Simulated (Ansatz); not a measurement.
## Run on Co (P-3m1) — parallel moments

All numbers below come from DFT, PBE, PAW with Ansatz's default frozen-core files, scalar-relativistic (Ansatz).

Command: `ansatz run input.yaml --threads 2 --pin off --max-ram 4096MiB --backend cpu --events-out ev --progress --plain --runs-dir out`

```yaml
crystal:
  lattice:
    - [2.4873648738, 0.0, 0.0]
    - [-1.2436824369, 2.1541211692, 0.0]
    - [0.0, 0.0, 4.0632895034]
  atoms:
    - { symbol: Co, position: [0.6666666667, 0.3333333333, 0.259861], spin: 2.0 }
    - { symbol: Co, position: [0.3333333333, 0.6666666667, 0.740139], spin: 2.0 }
magnetization:
  spin_polarized: true
kpoints:
  mp_grid: { grid: [15, 15, 8] }
scf:
  occupations: { method: fermi_dirac, width: 0.08 }
  lower_state_search: "off"
hamiltonian:
  xc: pbe
  pseudopotentials: { kind: paw }
output:
  forces: true
  stress: true
  eigenvalues: true
```

Log:

```
Engine: ansatz 0.2.0
Pseudopotentials: kind: paw
Pseudopotential: Co, paw, valence charge 17, recommended cutoff 420 eV (normal), Co.paw.azcp
Functional definition: PBE
  parameter kappa = 0.804
  parameter beta = 0.06672455060314922
  exchange = pbe_x(kappa = kappa, mu = beta*pi^2/3)
  correlation = pbe_c(beta = beta)
Crystal: 2 atoms, lattice volume = 21.771 Å³
Basis set: ecut = 420 eV, 391 PW (Γ), exchange–correlation on 36×36×60 points (8 copies of the dense FFT grid, shifted against one another)
Bands: 23, of which v1, the nominal top of the filled ones, is band 17 counted from 1 (16 counted from 0)
Symmetry: 12 space group operations
Space group: P-3m1 (ITA 164), of the structure as read, at distance tolerance 2.8e-5 Å
Magnetic group: BNS 164.85 (UNI 1315), of the structure as read, at distance tolerance 2.8e-5 Å
k-points: 192 of 1800
Non-local potential: Co, projectors of the file, l = 0: 3, l = 1: 2, l = 2: 3, l = 3: 1
PAW form: soft (Blöchl's): semilocal exchange-correlation on the pseudo side does not see the compensation charge
PAW one-centre angular grid: Co, 590 points (default); XC on 64 Gauss nodes
Initial density: superposition of atomic densities (chi_scale 0.1, normalization cell)
Starting moments: Σ|m| = 4 μB on 2 of 2 sites
Initial wavefunctions: pseudopotential atomic-orbital guess
Functional: x = pbe(κ = 0.804, μ = 0.2195149727645171), c = pbe(β = 0.06672455060314922)
iter 1 solved again at ethr=8.46e-4 eV; its pass at ethr=3.10e-3 eV (dr2=2.88e-1 eV) is discarded
SCF iter   1: F=—  HF=-10252.165673 eV  |F-HF|=—  |Δ(HF+E_count)|=         —  Δρ=3.71e-2 (↑2.79e-2 ↓3.71e-2)  dr2=2.88e-1  dr2_m=1.06e-1  M=3.317 μB ∫|m|=3.406 μB  β_m=0.30  ethr=8.46e-4  ⟨swp⟩=1.0  Hψ=44536  notcnv=0
preconditioner: auto → none  [metal: Δε(μ)=0.002 eV  Ē_g=9.453 eV  σ=0.080 eV  W_gap=0.01  n_scr=8 (ndim 8)  ℏωp=33.8 eV  f_vac=0.000  D(μ)=1.59/eV (n_scr^D=22)  sad-step TF]
SCF iter   2: F=—  HF=-10252.214115 eV  |F-HF|=—  |Δ(HF+E_count)|=   4.84e-2  Δρ=2.23e-2 (↑1.60e-2 ↓2.23e-2)  dr2=7.50e-2  dr2_m=5.73e-2  M=3.295 μB ∫|m|=3.433 μB  β_m=0.30  ethr=8.46e-4  ⟨swp⟩=2.0  Hψ=10976  notcnv=0
SCF iter   3: F=—  HF=-10252.236122 eV  |F-HF|=—  |Δ(HF+E_count)|=   2.20e-2  Δρ=1.39e-2 (↑1.19e-2 ↓1.39e-2)  dr2=5.60e-3  dr2_m=3.16e-2  M=3.282 μB ∫|m|=3.458 μB  β_m=0.30  ethr=2.21e-4  ⟨swp⟩=2.2  Hψ=14776  notcnv=0
SCF iter   4: F=—  HF=-10252.262957 eV  |F-HF|=—  |Δ(HF+E_count)|=   2.68e-2  Δρ=9.73e-3 (↑9.73e-3 ↓9.58e-3)  dr2=8.70e-4  dr2_m=1.81e-2  M=3.274 μB ∫|m|=3.479 μB  β_m=1.00  ethr=1.65e-5  ⟨swp⟩=2.0  Hψ=13801  notcnv=0
SCF iter   5: F=—  HF=-10252.293474 eV  |F-HF|=—  |Δ(HF+E_count)|=   3.05e-2  Δρ=4.82e-3 (↑4.82e-3 ↓2.68e-3)  dr2=5.94e-4  dr2_m=2.77e-3  M=3.254 μB ∫|m|=3.541 μB  β_m=1.00  ethr=2.56e-6  ⟨swp⟩=2.6  Hψ=18304  notcnv=0  defer=3
SCF iter   6: F=—  HF=-10252.295813 eV  |F-HF|=—  |Δ(HF+E_count)|=   2.34e-3  Δρ=2.01e-3 (↑2.01e-3 ↓7.43e-4)  dr2=2.46e-4  dr2_m=3.52e-4  M=3.253 μB ∫|m|=3.562 μB  β_m=1.00  ethr=1.75e-6  ⟨swp⟩=2.0  Hψ=14535  notcnv=0  defer=3
SCF iter   7: F=—  HF=-10252.298812 eV  |F-HF|=—  |Δ(HF+E_count)|=   3.00e-3  Δρ=7.46e-4 (↑4.01e-4 ↓7.46e-4)  dr2=1.57e-5  dr2_m=5.31e-5  M=3.255 μB ∫|m|=3.571 μB  β_m=1.00  ethr=7.25e-7  ⟨swp⟩=2.0  Hψ=14797  notcnv=0  defer=3
SCF iter   8: F=—  HF=-10252.300980 eV  |F-HF|=—  |Δ(HF+E_count)|=   2.17e-3  Δρ=5.39e-4 (↑1.73e-4 ↓5.39e-4)  dr2=2.01e-5  dr2_m=1.90e-5  M=3.258 μB ∫|m|=3.576 μB  β_m=0.30  ethr=4.63e-8  ⟨swp⟩=2.0  Hψ=15481  notcnv=0  defer=3
Mixer restart at iter 8: flushing history
spin-set hold released at iteration 8 (site moments contracting): the magnetisation degrees of freedom join the quasi-Newton model from the next iteration; the mixer history was flushed
SCF iter   9: F=—  HF=-10252.302365 eV  |F-HF|=—  |Δ(HF+E_count)|=   1.38e-3  Δρ=4.97e-4 (↑3.16e-4 ↓4.97e-4)  dr2=4.20e-6  dr2_m=3.06e-5  M=3.259 μB ∫|m|=3.579 μB  β_m=0.65  ethr=4.63e-8  ⟨swp⟩=2.0  Hψ=14350  notcnv=0  defer=3
SCF iter  10: F=—  HF=-10252.303831 eV  |F-HF|=—  |Δ(HF+E_count)|=   1.47e-3  Δρ=7.95e-4 (↑1.47e-4 ↓7.95e-4)  dr2=9.37e-5  dr2_m=2.52e-5  M=3.264 μB ∫|m|=3.588 μB  β_m=0.67  ethr=1.24e-8  ⟨swp⟩=3.1  Hψ=17584  notcnv=0  defer=3
SCF iter  11: F=—  HF=-10252.303833 eV  |F-HF|=—  |Δ(HF+E_count)|=   1.59e-6  Δρ=6.23e-4 (↑6.23e-4 ↓1.98e-4)  dr2=6.99e-5  dr2_m=1.15e-5  M=3.265 μB ∫|m|=3.589 μB  β_m=0.63  ethr=1.24e-8  ⟨swp⟩=3.2  Hψ=18049  notcnv=0  defer=3
SCF iter  12: F=—  HF=-10252.303822 eV  |F-HF|=—  |Δ(HF+E_count)|=   1.03e-5  Δρ=1.71e-4 (↑1.71e-4 ↓3.89e-5)  dr2=3.85e-6  dr2_m=1.36e-6  M=3.265 μB ∫|m|=3.590 μB  β_m=0.82  ethr=1.24e-8  ⟨swp⟩=2.0  Hψ=15721  notcnv=0  defer=3
SCF iter  13: F=—  HF=-10252.303822 eV  |F-HF|=—  |Δ(HF+E_count)|=   2.06e-7  Δρ=2.60e-5 (↑2.60e-5 ↓1.15e-5)  dr2=2.56e-7  dr2_m=2.28e-8  M=3.265 μB ∫|m|=3.591 μB  β_m=0.64  ethr=1.13e-8  ⟨swp⟩=2.0  Hψ=12055  notcnv=0  defer=3
SCF iter  14: F=-10252.303822 eV  HF=-10252.303822 eV  |F-HF|=2.84e-10  |Δ(HF+E_count)|=   5.81e-8  Δρ=4.11e-6 (↑4.11e-6 ↓3.75e-6)  dr2=2.31e-9  dr2_m=2.52e-9  M=3.265 μB ∫|m|=3.591 μB  ethr=2.94e-10  ⟨swp⟩=4.8  Hψ=32586  notcnv=0
SCF 1 converged in 14 iterations: F = -10252.303822 eV  dr2 = 2.31e-9
  greatest PAW one-centre occupation: 1.001 electrons in one spin orbital (limit 2), on the Co atom at site 1 (counted from 0), in its partial waves of l = 1
SCF converged after 14 iterations
Magnetization: 3.2654 μB (18.6327 up, 15.3673 down)
Absolute magnetization: 3.5921 μB (∫|ρ↑−ρ↓|, with the PAW one-centre terms)
Spin contamination: 0.0569 ħ² per cell (⟨S²⟩ above its minimum at these occupations)
Per-site moments (μB) at R_I (Å): [(1.7090736063753538, 0.9994691688402235), (1.7090736063753535, 0.9994691688402235)]
Free energy (F): -10252.303822 eV
Harris-Foulkes:  -10252.303822 eV  (|F-HF|=2.84e-10)
Internal energy: -10252.269579 eV  (E = F + TS)
E sigma→0 (E₀):  -10252.286700 eV
Entropy (-TS):   -0.034243 eV (-17.122 meV/atom)
Fermi energy:    18.641910 eV
--- Per-component energies (eV) ---
  E_band       = -490.424717
  E_kinetic    = 907.260131
  E_local      = -5688.107019  (includes V_loc(G=0)·N_el)
  E_nonlocal   = 908.305792
  E_hartree    = 2384.785966
  E_xc         = -318.010361
  E_vxc        = -410.371959  (∫ρ·V_xc dr)
  E_paw        = -3030.343899  (= ΣΔE_a)
  E_vpaw       = -977.080258  (= ΣTr[D̂ρ^β])
  E_aug_tail   = 0.000157  (compensation charges beyond the density's cutoff)
  E_ewald      = -5416.160346
  E_smearing   = -0.034243  (= −TS)
  E_closure    = 0.000000  (closes the sum)
  Σ components = -10252.303822   (vs F -10252.303822, Δ=0.00e0)
--- Forces (eV/Å), atoms counted from 1 ---
  atom   1  Co    -0.00000000     0.00000000    -0.51352661
  atom   2  Co     0.00000000    -0.00000000     0.51352661
  max |Σ_I F_I| component: 9.25e-18 eV/Å
--- Stress (GPa, compression-positive) ---
        1.282323       0.000000       0.000000
        0.000000       1.282323      -0.000000
        0.000000      -0.000000      -0.379544
  P = ⅓ Tr σ = 0.7284 GPa (7.284 kbar)
--- Band table (eV; the first three rows and the last of 384) ---
  k-point 0 ↑: bands = ["-77.4611", "-77.4040", "-40.8592", "-40.5730", "-40.5730", "-40.5334", "-40.5254", "-40.5254", "9.6137", "13.4203", "15.9474", "15.9988", "15.9988", "16.2977", "16.2977", "16.7086", "16.7086", "17.7862", "17.7862", "18.3652", "24.7015", "40.4849", "42.9535"]
  k-point 1 ↑: bands = ["-77.4592", "-77.4060", "-40.8477", "-40.5714", "-40.5714", "-40.5452", "-40.5270", "-40.5270", "9.7685", "13.3827", "15.9047", "15.9623", "15.9623", "16.2611", "16.2611", "16.7949", "16.7949", "17.7736", "17.7775", "17.7775", "25.6059", "40.4163", "42.1994"]
  k-point 2 ↑: bands = ["-77.4539", "-77.4114", "-40.8154", "-40.5784", "-40.5670", "-40.5670", "-40.5314", "-40.5314", "10.2221", "13.1966", "15.7817", "15.9072", "15.9072", "16.1642", "16.1642", "16.7043", "16.9953", "16.9953", "17.7394", "17.7394", "27.6852", "39.1488", "40.7735"]
  k-point 191 ↓: bands = ["-75.3026", "-75.3026", "-38.7614", "-38.7614", "-38.7062", "-38.6724", "-38.5445", "-38.5445", "15.8477", "16.0770", "16.0770", "16.2020", "16.8899", "16.8899", "18.2400", "18.6539", "19.7268", "19.7268", "24.9450", "24.9450", "26.5143", "26.7154", "28.7649"]
```

Site moments (μB): Co1 1.71, Co2 1.71. Cell moment 3.27 μB.

The magnetic group in the log treats spin as a scalar label, without spin–orbit coupling.

The Ansatz runs typed with the search for lower states off end where their start leads. None of this fixes the real material's magnetic order: only patterns that fit the cell were computed, at zero temperature, with a functional that can overstate moments.

It took 8.5 s on 2 threads of Arm Neoverse V1 (shared host), peak memory 0.4 GiB.
